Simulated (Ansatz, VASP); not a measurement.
# W in VASP and in Ansatz

```
W
1.0
    -1.59217    1.59217    1.59217
     1.59217   -1.59217    1.59217
     1.59217    1.59217   -1.59217
W
1
Direct
  0.00000 0.00000 0.00000
```

Alike in both runs: task single point; functional PBE; k mesh 4 × 4 × 4; occupations fermi-dirac, width 0.1 eV; no spin polarisation.

|  | VASP | Ansatz |
| --- | --- | --- |
| version | VASP 6.6.1 | Ansatz 0.2.0 |
| potentials or method | VASP PAW PBE potentials, release 64 (W_sv) | plane waves (420 eV) with PAW, scalar-relativistic |
| plane-wave cutoff (eV) | 520 | 420 |
| valence electrons in the cell | 14 | 14 |

|  | VASP | Ansatz | Ansatz less VASP |
| --- | --- | --- | --- |
| pressure (GPa) | -0.5 | -1.0 | -0.50 |

Caveats: the k mesh is coarse (spacing up to 0.70 Å⁻¹), so the values aren't converged. The runs have no spin-orbit coupling, so splittings on W are missing.
